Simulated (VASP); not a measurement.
**AlN (P6_3mc) under uniaxial stress along [0001]**

Wanted: the response of AlN to uniaxial stress along [0001], as a table, with a fit that predicts a row left out.

Calculated with VASP 6.6.1; LDA; plane waves and PAW (Al, N), in the first sound run; inputs show where later runs differ.

## 1. Set-up

Symmetry: P6_3mc, No. 186, hexagonal system. Conventional cell: a = 3.112 Å, b = 3.112 Å, c = 4.982 Å, α = 90.00°, β = 90.00°, γ = 120.00°. Nearest to Al lie 4 N at 1.89 to 1.90 Å. N has 4 Al at 1.89 to 1.90 Å nearest. Farther neighbours and most contacts between anions are not listed.

Structure file:

```
Al N
1.0
     3.11200    0.00000    0.00000
    -1.55600    2.69507    0.00000
     0.00000    0.00000    4.98200
Al N
2 2
Direct
  0.33333 0.66667 0.00000
  0.66667 0.33333 0.50000
  0.33333 0.66667 0.38200
  0.66667 0.33333 0.88200
```

## 2. Relax the crystal, LDA

The series starts from the cell that this level prefers, so that zero strain is near zero stress.

This step took 2 runs in a row; the last is shown.

Level: LDA; plane waves and PAW (Al, N).

INCAR

```
SYSTEM = AlN
PREC = Accurate
ENCUT = 600
EDIFF = 1E-07
NELM = 120
ISMEAR = 0
SIGMA = 0.02
LREAL = .FALSE.
ALGO = Normal
GGA = CA
NBANDS = 14
LASPH = .TRUE.
LORBIT = 11
LWAVE = .FALSE.
LCHARG = .FALSE.
KPAR = 8
IBRION = 2
NSW = 40
ISIF = 3
EDIFFG = -0.005
POTIM = 0.4
```

POSCAR

```
AlN
1.0
    3.0912639853      0.0000000000      0.0000000000
   -1.5456319926      2.6771131415      0.0000000000
    0.0000000000      0.0000000000      4.9485548541
Al N
2 2
Direct
    0.3333333333      0.6666666667      0.0000688485
    0.6666666667      0.3333333333      0.5000688485
    0.3333333333      0.6666666667      0.3819311515
    0.6666666667      0.3333333333      0.8819311515
```

KPOINTS

```
Automatic mesh
0
Gamma
11 11 6
0 0 0
```

The projector-augmented-wave data sets are Al and N (LDA family, release 64).

Run with:

```console
mpirun -np 8 vasp_std
```

The log of the run:

```text
[banner, memory and clock lines left out]
running    8 mpi-ranks, on    1 nodes
[...]
|                                                                             |
|           W    W    AA    RRRRR   N    N  II  N    N   GGGG   !!!           |
|           W    W   A  A   R    R  NN   N  II  NN   N  G    G  !!!           |
|           W    W  A    A  R    R  N N  N  II  N N  N  G       !!!           |
|           W WW W  AAAAAA  RRRRR   N  N N  II  N  N N  G  GGG   !            |
|           WW  WW  A    A  R   R   N   NN  II  N   NN  G    G                |
|           W    W  A    A  R    R  N    N  II  N    N   GGGG   !!!           |
|                                                                             |
|     For optimal performance we recommend to set                             |
|       NCORE = 2 up to number-of-cores-per-socket                            |
|     NCORE specifies how many cores store one orbital (NPAR=cpu/NCORE).      |
|     This setting can greatly improve the performance of VASP for DFT.       |
[...]
|     Unfortunately you need to use the default for GW and RPA                |
|     calculations (for HF NCORE is supported but not extensively tested      |
|     yet).                                                                   |
|                                                                             |

 LDA part: xc-table for (Slater(with rela. corr.)+CA(PZ))
 , standard interpolation
 POSCAR, INCAR and KPOINTS ok, starting setup
[...]
entering main loop
       N       E                     dE             d eps       ncg     rms          rms(c)
DAV:   1     0.463810182990E+02    0.46381E+02   -0.82335E+03  1792   0.115E+03
DAV:   2    -0.343125613733E+02   -0.80694E+02   -0.73642E+02  2496   0.202E+02
DAV:   3    -0.379544506732E+02   -0.36419E+01   -0.36274E+01  2416   0.453E+01
DAV:   4    -0.379762116791E+02   -0.21761E-01   -0.21759E-01  2008   0.425E+00
[...]
DAV:  12    -0.328425658040E+02    0.66724E-06   -0.23214E-06  2188   0.120E-02    0.491E-03
DAV:  13    -0.328425656356E+02    0.16840E-06   -0.90417E-07  2398   0.726E-03    0.104E-03
DAV:  14    -0.328425656375E+02   -0.19051E-08   -0.14420E-08  1232   0.108E-03
   1 F= -.32842566E+02 E0= -.32842566E+02  d E =-.328426E+02
[...]
reached required accuracy - stopping structural energy minimisation
```

Run time: 5 s. Hardware: 8 MPI ranks of AMD EPYC 9R45, shared host; peak memory 1.3 GiB.

The logs omit lines about the potential files and the build; timing stands in the text.

OUTCAR, selected parts (step 2):

```text
  Total       -0.0051285     -0.0051285     -0.0047196     -0.0000000      0.0000000     -0.0000000
  in kB       -0.2006392     -0.2006392     -0.1846425     -0.0000000      0.0000000     -0.0000000
  external PRESSURE =      -0.1953069 kB  Pullay stress =       0.0000000 kB

 POSITION                                       TOTAL-FORCE (eV/Angst)
 -----------------------------------------------------------------------------------
     -0.00000      1.78474      0.00034         0.000000     -0.000000     -0.004082
      1.54563      0.89237      2.47462         0.000000      0.000000     -0.004082
     -0.00000      1.78474      1.89001         0.000000     -0.000000      0.004082
      1.54563      0.89237      4.36428        -0.000000      0.000000      0.004082
 -----------------------------------------------------------------------------------
    total drift:                               -0.000000      0.000000     -0.000575

  FREE ENERGIE OF THE ION-ELECTRON SYSTEM (eV)
  ---------------------------------------------------
  free  energy   TOTEN  =       -32.8425656375 eV

  energy  without entropy=      -32.8425656375  energy(sigma->0) =      -32.84256564

 reached required accuracy - stopping structural energy minimisation

[... 3 further parts left out ...]
[key lines of the parts left out:]
E-fermi :   6.2096
```

This run gave:

| Item | Value |
| --- | --- |
| energy(sigma→0) of the program | -32.8426 eV |
| stress, compression positive | xx, yy, zz -0.02, -0.02, -0.02 GPa |
| volume | 40.953 Å³ |
| ionic steps | 1 |

## 3. Strain across the axis, LDA

One member in full: the axis is strained by 2 %, and the two directions across it are strained alike until their mean stress is under 0.012 GPa or five steps are spent.

This step took 2 runs, each at a new trial strain with the atoms of the one before; the last is shown.

Level: LDA; plane waves and PAW (Al, N).

Edit INCAR of step 2 so:

```diff
@@ -15,7 +15,7 @@
 LCHARG = .FALSE.
-KPAR = 8
-IBRION = 2
-NSW = 40
-ISIF = 3
-EDIFFG = -0.005
-POTIM = 0.4
+KPAR = 2
+IBRION = 1
+NSW = 25
+ISIF = 2
+EDIFFG = -0.004
+POTIM = 0.3
```

POSCAR

```
AlN
1.0
    3.0793744710      0.0000000000      0.0000000000
   -1.5396872360      2.6668165200      0.0000000000
    0.0000000000      0.0000000000      5.0475259510
Al N
2 2
Direct
    0.3333333333      0.6666666667      0.0021746943
    0.6666666667      0.3333333333      0.5021746943
    0.3333333333      0.6666666667      0.3798253057
    0.6666666667      0.3333333333      0.8798253057
```

KPOINTS is that of step 2.

Run with:

```console
mpirun -np 2 vasp_std
```

The log of the run:

```text
[banner, memory and clock lines left out]
running    2 mpi-ranks, on    1 nodes
[...]
LDA part: xc-table for (Slater(with rela. corr.)+CA(PZ))
 , standard interpolation
 POSCAR, INCAR and KPOINTS ok, starting setup
[...]
entering main loop
       N       E                     dE             d eps       ncg     rms          rms(c)
DAV:   1     0.478598038702E+02    0.47860E+02   -0.80454E+03  1792   0.114E+03
DAV:   2    -0.340413261729E+02   -0.81901E+02   -0.74962E+02  2514   0.204E+02
DAV:   3    -0.378883545640E+02   -0.38470E+01   -0.38312E+01  2410   0.460E+01
DAV:   4    -0.379120801262E+02   -0.23726E-01   -0.23721E-01  1984   0.437E+00
[...]
DAV:  12    -0.328258687176E+02    0.34290E-06   -0.18923E-06  2236   0.116E-02    0.484E-03
DAV:  13    -0.328258685218E+02    0.19582E-06   -0.92560E-07  2326   0.725E-03    0.572E-04
DAV:  14    -0.328258685236E+02   -0.18040E-08   -0.16715E-08  1256   0.115E-03
   1 F= -.32825869E+02 E0= -.32825869E+02  d E =-.328259E+02
 BRION: g(F)=  0.279E-06 g(S)=  0.000E+00
 reached required accuracy - stopping structural energy minimisation
```

Elapsed: 15 s, on 2 MPI ranks; peak memory 0.3 GiB; 30 s of CPU time.

OUTCAR, selected parts (step 3):

```text
  Total       -0.0029568     -0.0029568     -1.7586561      0.0000000      0.0000000      0.0000000
  in kB       -0.1142864     -0.1142864    -67.9762645      0.0000000      0.0000000      0.0000000
  external PRESSURE =     -22.7349458 kB  Pullay stress =       0.0000000 kB

 POSITION                                       TOTAL-FORCE (eV/Angst)
 -----------------------------------------------------------------------------------
     -0.00000      1.77788      0.01098         0.000000     -0.000000     -0.001551
      1.53969      0.88894      2.53474         0.000000     -0.000000     -0.001551
     -0.00000      1.77788      1.91718        -0.000000     -0.000000      0.001551
      1.53969      0.88894      4.44094         0.000000      0.000000      0.001551
 -----------------------------------------------------------------------------------
    total drift:                               -0.000000      0.000000     -0.000142

  FREE ENERGIE OF THE ION-ELECTRON SYSTEM (eV)
  ---------------------------------------------------
  free  energy   TOTEN  =       -32.8258685236 eV

  energy  without entropy=      -32.8258685236  energy(sigma->0) =      -32.82586852

[... 2 parts as in an earlier step ...]

[... 2 further parts left out ...]
[key lines of the parts left out:]
E-fermi :   5.9160
```

Read from the output:

| Property | Result |
| --- | --- |
| energy(sigma→0) of the program | -32.8259 eV |
| stress, compression positive | xx, yy, zz -0.01, -0.01, -6.80 GPa |
| ionic steps | 1 |

## 4. Band edges, TB-mBJ with spin-orbit coupling

Short lines in KPOINTS_OPT sample the zone centre along and across the axis, for masses, and the other valleys.

Level: TB-mBJ, spin-orbit coupling; plane waves and PAW (Al, N).

TB-mBJ has no energy functional, so the total energy, stress and pressure in this output mean nothing.

INCAR

```
SYSTEM = AlN
PREC = Accurate
ENCUT = 600
EDIFF = 1E-06
NELM = 150
ISMEAR = 0
SIGMA = 0.02
LREAL = .FALSE.
ALGO = Normal
METAGGA = MBJ
LASPH = .TRUE.
LNONCOLLINEAR = .TRUE.
MAGMOM = 0 0 0 0 0 0 0 0 0 0 0 0
NBANDS = 26
GGA_COMPAT = .FALSE.
LSORBIT = .TRUE.
LWAVE = .FALSE.
LCHARG = .FALSE.
KPAR = 2
```

POSCAR is that of step 3.

KPOINTS

```
Automatic mesh
0
Gamma
9 9 5
0 0 0
```

KPOINTS_OPT

```
Line mode
6
Line-mode
Reciprocal
  0.00000000   0.00000000   0.00000000
  0.00000000   0.00000000   0.04016694

  0.00000000   0.00000000   0.00000000
 -0.02450488   0.01225244   0.00000000

  0.50000000   0.00000000   0.00000000
  0.50000000   0.00000000   0.50000000

  0.33333333   0.33333333   0.00000000
  0.33333333   0.33333333   0.50000000
```

Run with:

```console
mpirun -np 2 vasp_ncl
```

The log of the run:

```text
[banner, memory and clock lines left out]
running    2 mpi-ranks, on    1 nodes
[...]
|                                                                             |
|               ----> ADVICE to this user running VASP <----                  |
|                                                                             |
|     You enforced a specific xc type in the INCAR file but a different       |
|     [... a line on the potential file left out ...]
|     I HOPE YOU KNOW WHAT YOU ARE DOING!                                     |
|                                                                             |

 LDA part: xc-table for (None), standard interpolation
 POSCAR, INCAR and KPOINTS ok, starting setup
[...]
entering main loop
       N       E                     dE             d eps       ncg     rms          rms(c)
DAV:   1     0.535303613914E+02    0.53530E+02   -0.81307E+03  3120   0.125E+03
DAV:   2    -0.398484956084E+02   -0.93379E+02   -0.87234E+02  4276   0.234E+02
DAV:   3    -0.449505279609E+02   -0.51020E+01   -0.50697E+01  4202   0.547E+01
DAV:   4    -0.449881792402E+02   -0.37651E-01   -0.37636E-01  3486   0.545E+00
[...]
DAV:  50    -0.334842930145E+02   -0.82338E-05   -0.21186E-11  1626   0.381E-05    0.693E-06
DAV:  51    -0.334842953443E+02   -0.23298E-05   -0.95673E-12  1626   0.360E-05    0.704E-06
DAV:  52    -0.334842963439E+02   -0.99956E-06   -0.31504E-12  1626   0.182E-05
   1 F= -.33484296E+02 E0= -.33484296E+02  d E =-.188656E-22  mag=    -0.0000    -0.0000     0.0000
 Start KPOINTS_OPT (optional k-point list driver)
k-point batch [1-24\24]
       N       E                     dE             ncg
DAV:   1     0.272534601204E+04   -0.59982E+04     1248
DAV:   2     0.649188140309E+03   -0.20762E+04     1680
DAV:   3     0.553965352949E+03   -0.95223E+02     1630
DAV:   4     0.553290083813E+03   -0.67527E+00     1600
DAV:   5     0.553281606934E+03   -0.84769E-02     1606
DAV:   6     0.553281428597E+03   -0.17834E-03     1554
DAV:   7     0.553281423845E+03   -0.47515E-05     1534
DAV:   8     0.553281423699E+03   -0.14599E-06     1058
```

Elapsed: 7 min, on 2 MPI ranks; peak memory 0.89 GiB; 14 min of CPU time.

Parts of OUTCAR (step 4):

```text
  LATTYP: Found a hexagonal cell.
 ALAT       =     3.0793744710
 C/A-ratio  =     1.6391400262

 Subroutine GETGRP returns: Found 12 space group operations
 (whereof  6 operations were pure point group operations)

The static configuration has the point symmetry C_3v.
 The point group associated with its full space group is C_6v.

 Found     60 irreducible k-points:

   k-points           NKPTS =     60   k-points in BZ     NKDIM =     60   number of bands    NBANDS=     26

   dimension x,y,z NGX =    28 NGY =   28 NGZ =   40
   dimension x,y,z NGXF=    56 NGYF=   56 NGZF=   80

   ENCUT  =  600.0 eV  44.10 Ry    6.64 a.u.   6.15  6.15 10.08*2*pi/ulx,y,z

   NELECT =      16.0000    total number of electrons

 E-fermi :   6.2581

 k-point     1 :       0.0000    0.0000    0.0000
  band No.  band energies     occupation
    ...
     12       6.0957      1.00000
     13       6.1098      1.00000
     14       6.1098      1.00000
     15       6.1288      1.00000
     16       6.1288      1.00000
     17      11.6599      0.00000
     18      11.6599      0.00000
     19      14.4466      0.00000
     20      14.4466      0.00000
     21      18.3811      0.00000
    ...

 k-point     2 :       0.1111    0.0000    0.0000
  band No.  band energies     occupation
    ...
     12       5.4784      1.00000
     13       6.0567      1.00000
     14       6.0585      1.00000
     15       6.0696      1.00000
     16       6.0699      1.00000
     17      12.2926      0.00000
     18      12.2936      0.00000
     19      15.0541      0.00000
     20      15.0567      0.00000
     21      17.7003      0.00000
    ...

  Total       42.5966037     42.5966037     41.0151510     -0.0000000      0.0000000      0.0000000
  in kB     1646.4606419   1646.4606424   1585.3337116     -0.0000003      0.0000000      0.0000000
  external PRESSURE =    1626.0849986 kB  Pullay stress =       0.0000000 kB

 POSITION                                       TOTAL-FORCE (eV/Angst)
 -----------------------------------------------------------------------------------
     -0.00000      1.77788      0.01098         0.000000      0.000000     -0.079554
      1.53969      0.88894      2.53474         0.000000     -0.000000     -0.079554
     -0.00000      1.77788      1.91718        -0.000000     -0.000000      0.079554
      1.53969      0.88894      4.44094         0.000000      0.000000      0.079554
 -----------------------------------------------------------------------------------
    total drift:                               -0.000000      0.000000     -0.401404

  FREE ENERGIE OF THE ION-ELECTRON SYSTEM (eV)
  ---------------------------------------------------
  free  energy   TOTEN  =       -33.4842963439 eV

  energy  without entropy=      -33.4842963439  energy(sigma->0) =      -33.48429634

 Spin-Orbit-Coupling matrix elements
 Ion:    1  E_soc:     -0.0000865
 Ion:    2  E_soc:     -0.0000865
 Ion:    3  E_soc:     -0.0000471
 Ion:    4  E_soc:     -0.0000471

[... 1 part as in an earlier step ...]

[... 7 further parts left out ...]
```

## 5. The whole series

Runs beyond LDA use the data sets made with LDA; this shifts their levels slightly, and their total energies have another zero (at TB-mBJ, which has no energy functional, they mean nothing).

The other members went through these steps as far as the tables show, with the same cutoff and, step by step, the same mesh; 29 runs are not shown. The session took 2.8 core hours (wall time by ranks) on a shared machine.

```tsv
strain along the axis (%)	strain across the axis (%)	stress along the axis, tension positive (GPa)	energy above the unstrained row (meV/atom)	gap on the mesh, LDA (eV)
-2.000	0.446	-6.071	4.071	4.351
-1.500	0.328	-4.623	2.327	4.368
-1.000	0.213	-3.137	1.054	4.382
-0.500	0.105	-1.562	0.274	4.393
0	-0.003	0.039	0.000	4.402
0.500	-0.104	1.690	0.239	4.407
1.000	-0.203	3.359	1.014	4.411
1.500	-0.297	5.051	2.324	4.412
2.000	-0.385	6.798	4.173	4.409
```

Slopes at zero strain, from cubics through all rows: strain ratio -0.209, stress over strain 325 GPa.

Band edges at TB-mBJ with spin-orbit coupling, counted from the valence-band top at Γ, spin-orbit pairs averaged, with one row partly withheld:

```tsv
strain along the axis (%)	gap (eV)	conduction band at Γ (eV)	lowest conduction level on M–L (eV)	second valence level below the top (eV)	third valence level below the top (eV)
-2.000	5.496	5.496	6.476	0.442	0.454
-1.500	?	?	6.480	0.387	0.399
-1.000	5.522	5.522	6.483	0.331	0.343
-0.500	5.530	5.530	6.484	0.278	0.290
0	5.536	5.536	6.484	0.224	0.236
0.500	5.539	5.539	6.483	0.171	0.184
1.000	5.540	5.540	6.481	0.119	0.131
1.500	5.538	5.539	6.478	0.067	0.080
2.000	5.531	5.531	6.471	0.019	0.033
```

Conduction masses, in electron masses:

```tsv
strain along the axis (%)	conduction mass at Γ, along the strain axis or the normal of the plane	conduction mass at Γ, across the strain axis or in the plane
-2.000	0.353	0.347
-1.500	0.348	0.347
-1.000	0.343	0.346
-0.500	0.338	0.347
0	0.335	0.348
0.500	0.329	0.346
1.000	0.326	0.349
1.500	0.320	0.351
2.000	0.318	0.352
```

## 6. A fit to the known rows

The quantity to fit is the conduction level at Γ above the mean of the three top valence levels at TB-mBJ with spin-orbit coupling: 5.794, 5.747, 5.719, 5.690, 5.658, 5.624, 5.588, 5.548 eV in the rows shown.

Fitting a parabola to the 8 known rows (e: strain in %) gives E = − 0.004518 e² − 0.06143 e + 5.690 in eV; the residuals are 1.5e-4 eV r.m.s.

For the withheld row, e = -1.5, the fit gives 5.7716 eV.

## 7. Checking the prediction

The calculation gives 5.7716 eV, so the prediction is right to the last digit shown.

## 8. Results

```yaml
poisson_ratio: 0.209
young_s_modulus_along_the_axis: 325 GPa
gap_of_the_unstrained_cell_tb_mbj_with_spin_orbit_coupling: 5.54 eV
slope_at_zero_strain_of_the_conduction_level_at_gamma_above_the_mean_of_the_three_top_valence_levels_tb_mbj_with_spin_orbit_coupling: -61 meV per %
error_of_the_predicted_row: 0.0 meV
```

As a check, the curvature of the energy gives 325 GPa for the same modulus (energy per volume = E/2 × strain²), 0 % from the slope of the stress. At TB-mBJ with spin-orbit coupling the lowest conduction valley is Γ throughout, and the gap runs between 5.50 and 5.54 eV. Hole masses are left out throughout, since the top bands are degenerate or cross in many series; of conduction masses, those of the Γ, L and (for Si and Ge under (001) strain) Δ valleys are kept where they change by under an eighth between rows. A measured gap of unstrained AlN is 6.09 eV (arxiv:2305.10542, direct gap at Gamma, from Gamma5 n->infinity transition (exciton continuum) in CL, 10 K); the static gaps here belong to the lattice relaxed at LDA. TB-mBJ is a potential fitted for gaps; it has no energy functional, so its total energies and forces mean nothing, and its bands tend to come out too narrow. Temperature, zero-point motion and excitons are left out.

[Lines on the potential files, build, host, timing and source positions are cut from VASP's logs without a mark.]

[Logs are printed without paths, hosts, clocks, repeated set-up lines and the standing remarks that a program may print on its own settings, such as how far it seeks lower states.]

[Hosts, paths, dates, database ids (printed as entryN), source tags and the programs' standing remarks are cut or masked in the printed files.]

[In band tables of VASP the shares of atoms and orbitals are scaled to a sum of 1 inside the atoms' spheres.]
